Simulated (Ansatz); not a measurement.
# Pb: relaxation of cell and atoms with LDA

The system is Pb.

```
Pb
1.0
     0.00000    3.43900    3.43900
     3.43900    0.00000    3.43900
     3.43900    3.43900    0.00000
Pb
2
Direct
  0.25000 0.25000 0.25000
  0.00000 0.00000 0.00000
```

This isn't the form of Pb at room conditions, which is fcc.

```
Program             : Ansatz 0.2.0
Task                : relaxation of cell and atoms
Functional          : LDA
Potentials or basis : all-electron LAPW, scalar-relativistic
Basis error allowed : 0.001 eV/atom
k mesh              : 7 × 7 × 7
Occupations         : fermi-dirac, width 0.05 eV
Spin                : no spin polarisation
Target pressure     : 5 GPa
```

| Quantity | Value |
| --- | --- |
| Relaxed volume | 35.56 Å³/atom |
| Relaxed cell | a = 4.651 Å, b = 4.651 Å, c = 4.651 Å, α = 60.00°, β = 60.00°, γ = 60.00° |
| Space group after relaxing (to 0.05 Å) | Fd-3m (No. 227) |
| Energy change on relaxing (the enthalpy is what falls) | +57.3 meV/atom |
| Ionic steps | 5 |
| Pressure after relaxing | 5.0 GPa |

The path:
```csv
step,energy change (eV),largest force (eV/Å),volume (Å³)
1,0.0000,0.0000,81.34
2,0.1521,0.0000,70.02
3,0.1065,0.0000,71.39
4,0.1145,0.0000,71.12
5,0.1145,0.0000,71.12
```

Final structure:
```yaml
crystal:
  lattice:
    - [0.00000, 3.28848, 3.28848]
    - [3.28848, 0.00000, 3.28848]
    - [3.28848, 3.28848, 0.00000]
  atoms:
    - { symbol: Pb, position: [0.25000, 0.25000, 0.25000] }
    - { symbol: Pb, position: [0.00000, 0.00000, 0.00000] }
```

Run time: 32 s on 1 thread of Arm Neoverse V2, with other jobs on the host, peak memory 0.31 GiB.

Spin-orbit coupling is left out, which matters for the levels of Pb.
